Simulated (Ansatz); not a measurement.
# How settings move the G0W0 gap of NaH (CsCl type)

NaH built on the CsCl prototype, relaxed with r2SCAN; one-shot G0W0 in Ansatz without spin-orbit coupling. No spin polarisation and no zero-point or thermal motion; the cell was built from a prototype and may be hypothetical.

```cif
data_structure
_symmetry_space_group_name_H-M 'P 1'
_symmetry_Int_Tables_number 1
_cell_length_a 2.9324
_cell_length_b 2.9324
_cell_length_c 2.9324
_cell_angle_alpha 90.000
_cell_angle_beta 90.000
_cell_angle_gamma 90.000
_cell_volume 25.22
loop_
_atom_site_label
_atom_site_type_symbol
_atom_site_fract_x
_atom_site_fract_y
_atom_site_fract_z
_atom_site_occupancy
Na1 Na 0.00000 0.00000 0.00000 1
H1 H 0.50000 0.50000 0.50000 1
```

Gaps are read over the mesh points alone. G0W0 values are finite-basis, finite-mesh values.
```
 start       potentials      frequency model   mesh  empty bands  screening cutoff (eV)  Kohn-Sham gap (eV)  G0W0 gap (eV)
   PBE              PAW  contour deformation  6×6×6           57                    100                1.03           2.91
   PBE              PAW  contour deformation  6×6×6          138                    180                1.03           3.06
   PBE              PAW  contour deformation  6×6×6          268                    260                1.03           3.11
 HSE06              PAW  contour deformation  6×6×6          138                    180                1.88           3.64
r2SCAN              PAW  contour deformation  6×6×6          138                    180                1.59           3.47
  PBE0              PAW  contour deformation  6×6×6          138                    180                2.59           3.88
   PBE              PAW     Godby-Needs pole  6×6×6          138                    180                1.03           3.06
   PBE              PAW  contour deformation  8×8×8           40                     80                1.03           2.84
   PBE  norm-conserving  contour deformation  6×6×6          138                    180                1.03           3.03
```

Over the mesh points the PBE gap of 1.03 eV becomes a quasiparticle gap of 3.11 eV (R to X), a change of +2.08 eV. Renormalisation factors Z lie between 0.68 and 0.81.

Raising bands and cutoff together moves the gap by +0.15 eV (100 to 180 eV), then +0.05 eV (180 to 260 eV); the last step is still large, so the basis limit isn't reached. Starting from HSE06 (1.88 eV against PBE's 1.03 eV) gives 3.64 eV, +0.58 eV from G0W0@PBE at the same screening cutoff. Starting from r2SCAN (1.59 eV against PBE's 1.03 eV) gives 3.47 eV, +0.41 eV from G0W0@PBE at the same screening cutoff. Starting from PBE0 (2.59 eV against PBE's 1.03 eV) gives 3.88 eV, +0.82 eV from G0W0@PBE at the same screening cutoff. The Godby-Needs plasmon pole differs from contour deformation by 0.00 eV. Norm-conserving potentials (wave cutoff 1197 eV against 420 eV) shift the quasiparticle gap by -0.03 eV and the PBE gap by 0.00 eV. r2SCAN runs take a wave cutoff of 500 eV.
